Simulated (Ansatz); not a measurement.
An Ansatz input:

```yaml
crystal:
  lattice:
    - [3.0773847535, 0.0, 0.0]
    - [0.0, 3.0773847535, 0.0]
    - [0.0, 0.0, 3.1601539026]
  atoms:
    - { symbol: Mn, position: [0.0, 1.0, 0.0], spin: 3.842, spin_axis: [0, 0, 1] }
    - { symbol: Mn, position: [0.5, 0.5, 0.5], spin: -3.842, spin_axis: [0, 0, 1] }
hamiltonian:
  xc: r2scan
  pseudopotentials:
    kind: paw_fr
    azcp:
      Mn: "pseudopotentials/Mn.paw.azcp"
basis:
  ecutwfc: 500
  fft_grid_basis: typed
kpoints:
  mp_grid: { grid: [10, 10, 10], shift: [0, 0, 0] }
magnetization:
  noncollinear: true
  spin_orbit: true
scf:
  occupations: { method: fermi_dirac, width: 0.05 }
output:
  write_density: true
  write_potential: true
  elf: true
  volumetric_format: npy
```

Output

```
Engine: ansatz 0.2.0, x86_64-unknown-linux-gnu
Pseudopotentials: kind: paw_fr
Pseudopotential: Mn, paw_fr, valence charge 15, recommended cutoff 500 eV (meta_gga) 
Functional definition: r2SCAN
  parameter k0 = 0.174
  parameter k1 = 0.065
  parameter a1 = 4.9479
  exchange = r2scan_x(k0 = k0, k1 = k1, a1 = a1)
  correlation = r2scan_c
Crystal: 2 atoms, lattice volume = 29.928 Å³
Basis set: ecut = 500 eV, 747 PW (Γ), exchange–correlation on 96×96×96 points (64 copies of the dense FFT grid, shifted against one another)
Bands: 38, of which v1, the nominal top of the filled ones, is band 30 counted from 1 (29 counted from 0)
Symmetry: 16 space group operations + 16 with time reversal
Magnetic group: BNS 128.410 (UNI 1070), of the structure as read, at distance tolerance 3.1e-5 Å
k-points: 126 of 1000
Projection manifold: j_resolved (fully-relativistic pseudo-atomic orbitals)
Non-local potential: Mn, projectors of the file, l = 0: 3, l = 1: 4, l = 2: 6, l = 3: 2
PAW form: soft (Blöchl's): semilocal exchange-correlation on the pseudo side does not see the compensation charge
PAW frozen core: Mn, regenerated for the run's functional (the file was generated under x = pbe(κ = 0.804, μ = 0.2195149727645171), c = pbe(β = 0.06672455060314922))
PAW one-centre angular grid: Mn, 590 points (default); XC on 224 Gauss nodes
Initial density: superposition of atomic densities (chi_scale 0.1, normalization cell)
Starting moments: Σ|m| = 7.684 μB on 2 of 2 sites
Initial wavefunctions: pseudopotential atomic-orbital guess
Functional: x = r2scan, c = r2scan; τ floored in thin density (d = 2e-4 eV/Å³)
iter 1 solved again at ethr=6.51e-4 eV; its pass at ethr=3.10e-3 eV (dr2=1.95e-1 eV) is discarded
SCF iter   1: F=—  HF=-7804.640877 eV  |F-HF|=—  |Δ(HF+E_count)|=         —  Δρ=4.40e-2  dr2=2.02e-1  dr2_τ=3.53e-2  dr2_m=1.33e-1  ethr=6.51e-4  |M|=2.04e-16 ∫|m|=7.54e0 μB  |m|>n=0.0e0 m-floor=0.0e0 τ_xc=0.0e0  β_m=1.00  ⟨swp⟩=1.1  Hψ=30479  notcnv=0
SCF iter   2: F=—  HF=-7805.363812 eV  |F-HF|=—  |Δ(HF+E_count)|=   7.23e-1  Δρ=1.98e-2  dr2=5.23e-2  dr2_τ=7.56e-4  dr2_m=2.70e-2  ethr=6.51e-4  |M|=2.96e-16 ∫|m|=7.84e0 μB  |m|>n=0.0e0 m-floor=0.0e0 τ_xc=4.1e-3  β_m=1.00  ⟨swp⟩=3.0  Hψ=9877  notcnv=0  defer=4  κ⁻¹=1.0e0(r=1)
SCF iter   3: F=—  HF=-7805.468899 eV  |F-HF|=—  |Δ(HF+E_count)|=   1.05e-1  Δρ=8.91e-3  dr2=9.62e-3  dr2_τ=1.44e-4  dr2_m=3.89e-3  ethr=1.74e-4  |M|=2.77e-16 ∫|m|=7.95e0 μB  |m|>n=0.0e0 m-floor=0.0e0 τ_xc=2.9e-3  β_m=1.00  ⟨swp⟩=3.0  Hψ=10596  notcnv=0  defer=44  κ⁻¹=1.7e-2(r=2)
SCF iter   4: F=—  HF=-7805.585995 eV  |F-HF|=—  |Δ(HF+E_count)|=   1.17e-1  Δρ=2.91e-3  dr2=9.71e-4  dr2_τ=3.69e-5  dr2_m=5.82e-4  ethr=3.21e-5  |M|=8.00e-16 ∫|m|=8.00e0 μB  |m|>n=0.0e0 m-floor=0.0e0 τ_xc=2.4e-3  β_m=1.00  ⟨swp⟩=2.5  Hψ=9702  notcnv=0  defer=52  κ⁻¹=4.1e-4(r=3)
SCF iter   5: F=—  HF=-7805.668014 eV  |F-HF|=—  |Δ(HF+E_count)|=   8.20e-2  Δρ=1.70e-3  dr2=3.39e-4  dr2_τ=1.57e-5  dr2_m=1.98e-4  ethr=3.24e-6  |M|=2.23e-16 ∫|m|=8.02e0 μB  |m|>n=0.0e0 m-floor=0.0e0 τ_xc=2.1e-3  β_m=0.30  ⟨swp⟩=2.0  Hψ=9040  notcnv=0  defer=52
Mixer restart at iter 5: flushing history
spin-set hold released at iteration 5 (site moments contracting): the magnetisation degrees of freedom join the quasi-Newton model from the next iteration; the mixer history was flushed
SCF iter   6: F=—  HF=-7805.715552 eV  |F-HF|=—  |Δ(HF+E_count)|=   4.75e-2  Δρ=2.07e-3  dr2=1.21e-4  dr2_τ=1.22e-5  dr2_m=2.95e-4  ethr=1.13e-6  |M|=9.23e-17 ∫|m|=8.03e0 μB  |m|>n=0.0e0 m-floor=0.0e0 τ_xc=1.9e-3  β_m=0.30  ⟨swp⟩=2.0  Hψ=8910  notcnv=0  defer=52  κ⁻¹=1.0e0(r=1)
SCF iter   7: F=—  HF=-7805.746384 eV  |F-HF|=—  |Δ(HF+E_count)|=   3.08e-2  Δρ=2.22e-3  dr2=4.41e-5  dr2_τ=1.13e-5  dr2_m=3.39e-4  ethr=4.05e-7  |M|=2.92e-16 ∫|m|=8.05e0 μB  |m|>n=0.0e0 m-floor=0.0e0 τ_xc=1.8e-3  β_m=0.30  ⟨swp⟩=2.0  Hψ=8784  notcnv=0  defer=52  κ⁻¹=7.7e-3(r=2)
SCF iter   8: F=—  HF=-7805.704927 eV  |F-HF|=—  |Δ(HF+E_count)|=   4.15e-2  Δρ=9.16e-4  dr2=1.61e-4  dr2_τ=6.40e-6  dr2_m=2.57e-5  ethr=1.47e-7  |M|=5.00e-16 ∫|m|=8.12e0 μB  |m|>n=0.0e0 m-floor=0.0e0 τ_xc=1.3e-3  β_m=0.30  ⟨swp⟩=3.2  Hψ=13316  notcnv=0  defer=52  κ⁻¹=3.8e-4(r=3)
SCF iter   9: F=—  HF=-7805.763004 eV  |F-HF|=—  |Δ(HF+E_count)|=   5.81e-2  Δρ=4.75e-4  dr2=1.46e-6  dr2_τ=1.61e-7  dr2_m=1.55e-5  ethr=1.47e-7  |M|=6.23e-16 ∫|m|=8.08e0 μB  |m|>n=0.0e0 m-floor=0.0e0 τ_xc=1.6e-3  β_m=0.30  ⟨swp⟩=3.0  Hψ=13016  notcnv=0  defer=52  κ⁻¹=2.7e-4(r=4)
SCF iter  10: F=—  HF=-7805.762687 eV  |F-HF|=—  |Δ(HF+E_count)|=   3.18e-4  Δρ=3.43e-4  dr2=2.09e-6  dr2_τ=7.96e-8  dr2_m=8.09e-6  ethr=4.88e-9  |M|=3.00e-16 ∫|m|=8.08e0 μB  |m|>n=0.0e0 m-floor=0.0e0 τ_xc=1.6e-3  β_m=0.30  ⟨swp⟩=2.1  Hψ=8657  notcnv=0  defer=52  κ⁻¹=1.1e-4(r=5)
SCF iter  11: F=—  HF=-7805.763356 eV  |F-HF|=—  |Δ(HF+E_count)|=   6.70e-4  Δρ=2.59e-5  dr2=9.82e-8  dr2_τ=1.09e-8  dr2_m=3.68e-8  ethr=3.33e-10  |M|=3.31e-16 ∫|m|=8.08e0 μB  |m|>n=0.0e0 m-floor=0.0e0 τ_xc=1.6e-3  β_m=0.30  ⟨swp⟩=4.0  Hψ=21767  notcnv=0  κ⁻¹=5.3e-6(r=6)
SCF iter  12: F=—  HF=-7805.763406 eV  |F-HF|=—  |Δ(HF+E_count)|=   4.94e-5  Δρ=1.01e-5  dr2=2.45e-9  dr2_τ=5.13e-10  dr2_m=7.01e-9  ethr=3.27e-10  |M|=7.38e-16 ∫|m|=8.08e0 μB  |m|>n=0.0e0 m-floor=0.0e0 τ_xc=1.6e-3  β_m=0.30  ⟨swp⟩=5.3  Hψ=16956  notcnv=0  κ⁻¹=7.4e-7(r=7)
SCF iter  13: F=-7805.763407 eV  HF=-7805.763407 eV  |F-HF|=3.53e-8  |Δ(HF+E_count)|=   7.47e-7  Δρ=5.60e-6  dr2=2.42e-10  dr2_τ=9.08e-11  dr2_m=2.15e-9  ethr=8.17e-12  |M|=2.31e-16 ∫|m|=8.08e0 μB  |m|>n=0.0e0 m-floor=0.0e0 τ_xc=1.6e-3  ⟨swp⟩=4.7  Hψ=16766  notcnv=0
SCF 1 converged in 13 iterations: F = -7805.763407 eV  dr2 = 2.42e-10
SCF converged after 13 iterations
Stability not checked: this state was not tested for a lower state beside it, because the mixer in use, unlike msr1, does not test its closes by its own steps (another_mixer; see scf.mixing.algorithm and scf.lower_state_search)
Magnetization: |M| = 0.0000 μB,  M = (+0.0000, +0.0000, -0.0000) μB
Absolute magnetization: 8.0823 μB (∫|m|, with the PAW one-centre terms)
  site 0: m = (+0.0000, -0.0000, +3.8341) μB, |m| = 3.8341 μB  (R = 1.11 Å)
  site 1: m = (+0.0000, +0.0000, -3.8341) μB, |m| = 3.8341 μB  (R = 1.11 Å)
Free energy (F): -7805.763407 eV
Harris-Foulkes:  -7805.763407 eV  (|F-HF|=3.53e-8)
Internal energy: -7805.749698 eV  (E = F + TS)
E sigma→0 (E₀):  -7805.756553 eV
Entropy (-TS):   -0.013708 eV (-6.854 meV/atom)
Fermi energy:    14.870748 eV
--- Per-component energies (eV) ---
  E_band       = -537.280265
  E_kinetic    = 598.307775
  E_local      = -3823.983143  (includes V_loc(G=0)·N_el)
  E_nonlocal   = 494.668634
  E_hartree    = 1562.524515
  E_xc         = -216.802822
  E_vxc        = -319.593040  (∫ρ·V_xc dr)
  E_paw        = -2622.244037  (= ΣΔE_a)
  E_vpaw       = -634.012369  (= ΣTr[D̂ρ^β])
  E_aug_tail   = -0.000009  (compensation charges beyond the density's cutoff)
  E_vtau       = 22.284320  (kinetic-family band-sum trace: ∫τ·v_τ [+ j·A + Jᵃ·Aᵃ] dr)
  E_ewald      = -3797.654683
  E_core_change = -0.565930  (= ΣΔE_core)
  E_smearing   = -0.013708  (= −TS)
  E_closure    = 0.000000  (closes the sum)
  Σ components = -7805.763407   (vs F -7805.763407, Δ=0.00e0)
--- Band table (eV; the first three rows and the last of 126) ---
  k-point 0: bands = ["-70.5165", "-70.5165", "-65.2374", "-65.2374", "-38.4544", "-38.4544", "-38.0301", "-38.0301", "-37.5473", "-37.5473", "-33.0420", "-33.0420", "-32.6370", "-32.6370", "-32.2810", "-32.2810", "6.1151", "6.1151", "9.9633", "9.9633", "9.9683", "9.9683", "11.7330", "11.7330", "11.7785", "11.7785", "11.8209", "11.8209", "15.7152", "15.7152", "15.8080", "15.8080", "16.9217", "16.9217", "16.9550", "16.9550", "16.9925", "16.9925"]
  k-point 1: bands = ["-70.5163", "-70.5163", "-65.2372", "-65.2372", "-38.4540", "-38.4540", "-38.0330", "-38.0330", "-37.5469", "-37.5469", "-33.0419", "-33.0419", "-32.6409", "-32.6409", "-32.2810", "-32.2810", "6.2890", "6.2890", "10.0132", "10.0132", "10.0168", "10.0168", "11.7054", "11.7054", "11.7528", "11.7528", "11.8358", "11.8358", "15.6660", "15.6660", "15.7652", "15.7652", "16.7633", "16.7633", "16.8121", "16.8121", "16.9559", "16.9559"]
  k-point 2: bands = ["-70.5157", "-70.5157", "-65.2367", "-65.2367", "-38.4530", "-38.4530", "-38.0405", "-38.0405", "-37.5459", "-37.5459", "-33.0414", "-33.0414", "-32.6512", "-32.6512", "-32.2808", "-32.2808", "6.7970", "6.7970", "10.1354", "10.1354", "10.1542", "10.1542", "11.6337", "11.6337", "11.6824", "11.6824", "11.8793", "11.8793", "15.5123", "15.5123", "15.5316", "15.5316", "16.4073", "16.4073", "16.4575", "16.4575", "16.8971", "16.8971"]
  k-point 125: bands = ["-70.5081", "-70.5081", "-65.2287", "-65.2287", "-38.4864", "-38.4864", "-38.0530", "-38.0530", "-37.5826", "-37.5826", "-33.0815", "-33.0815", "-32.6683", "-32.6683", "-32.3253", "-32.3253", "10.3920", "10.3920", "10.4473", "10.4473", "10.4715", "10.4715", "12.2153", "12.2153", "12.2837", "12.2837", "13.2458", "13.2458", "13.3145", "13.3145", "13.3315", "13.3315", "17.6640", "17.6640", "17.7344", "17.7344", "21.4156", "21.4156"]
```

Command:

```sh
ansatz run input.yaml --threads 1 --pin off --max-ram 3584MiB --backend cpu --events-out ev --progress --plain --runs-dir out
```

On 1 thread of Intel(R) Xeon(R) Platinum 8259CL CPU @ 2.50GHz (Skylake/Cascade Lake) (shared host) this took about 190 s of wall time and 190 s of CPU time.
